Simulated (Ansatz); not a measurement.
We consider cubic perovskite LaAlO3 (cubic high-temperature phase), described by PBEsol+SOC (PAW; Ansatz, an electronic-structure program).

Output (set-up and result lines):

```
Crystal: 5 atoms, lattice volume = 55.802 Å³
Basis set: ecut = 520 eV, 1503 PW (Γ), exchange–correlation on 60×60×60 points (8 copies of the dense FFT grid, shifted against one another)
Bands: 42, of which v1, the nominal top of the filled ones, is band 32 counted from 1 (31 counted from 0)
Symmetry: 48 space group operations + 48 with time reversal
k-points: 56 of 1000
Initial density: superposition of atomic densities (chi_scale 0.1, normalization cell, long waves kept (reshape's long-wave potential 0.00 eV rms))
Functional: x = pbesol(κ = 0.804, μ = 0.12345679012345678), c = pbesol(β = 0.046)
spin=Noncollinear: Resta preconditioning applied to the charge; magnetization (m_x, m_y, m_z) channels mix plain (no charge-response kernel on spin).
SCF 1 converged in 9 iterations: F = -8382.829861 eV  dr2 = 3.24e-10
SCF converged after 9 iterations
Free energy (F): -8382.829861 eV
Internal energy: -8382.829861 eV  (E = F + TS)
E sigma→0 (E₀):  -8382.829861 eV
Fermi energy:    12.666641 eV
--- Forces (eV/Å), atoms counted from 1 ---
  atom   1  La     0.00000000     0.00000000     0.00000000
  atom   2  Al     0.00000000     0.00000000     0.00000000
  atom   3  O      0.00000000    -0.00000000     0.00000000
  atom   4  O      0.00000000     0.00000000    -0.00000000
  atom   5  O      0.00000000    -0.00000000     0.00000000
--- Stress (GPa, compression-positive) ---
       -7.484976       0.000000       0.000000
       -0.000000      -7.484976       0.000000
        0.000000       0.000000      -7.484976
  P = ⅓ Tr σ = -7.4850 GPa (-74.850 kbar)
```

**Question.** Write an input file that could have produced this run (the log leaves some choices open).

**Answer.** Several could match; the one computed here: 
Ansatz 0.2 input:
```yaml
crystal:
  lattice:
    - [3.8213577993, 0.0, 0.0]
    - [0.0, 3.8213577993, 0.0]
    - [0.0, 0.0, 3.8213577993]
  atoms:
    - { symbol: La, position: [0.0, 0.0, 0.0] }
    - { symbol: Al, position: [0.5, 0.5, 0.5] }
    - { symbol: O, position: [0.5, 0.0, 0.5] }
    - { symbol: O, position: [0.0, 0.5, 0.5] }
    - { symbol: O, position: [0.5, 0.5, 0.0] }
basis:
  ecutwfc: 520
  ecutrho_ratio: 4
  xc_grid: 2
kpoints:
  mp_grid: { grid: [10, 10, 10] }
hamiltonian:
  xc: pbesol
  dispersion: none
  pseudopotentials: { kind: paw }
scf:
  occupations: { method: fermi_dirac, width: 0.01 }
  convergence: { dr2_threshold: 0.0000000005 }
output:
  forces: true
  stress: true
  eigenvalues: true
magnetization:
  noncollinear: true
  spin_orbit: true
```

The cell is one volume of an energy–volume scan, off the minimum.

The PAW data were made under PBE.

Note: held by symmetry at 0 K, a high-temperature phase can be a saddle point.
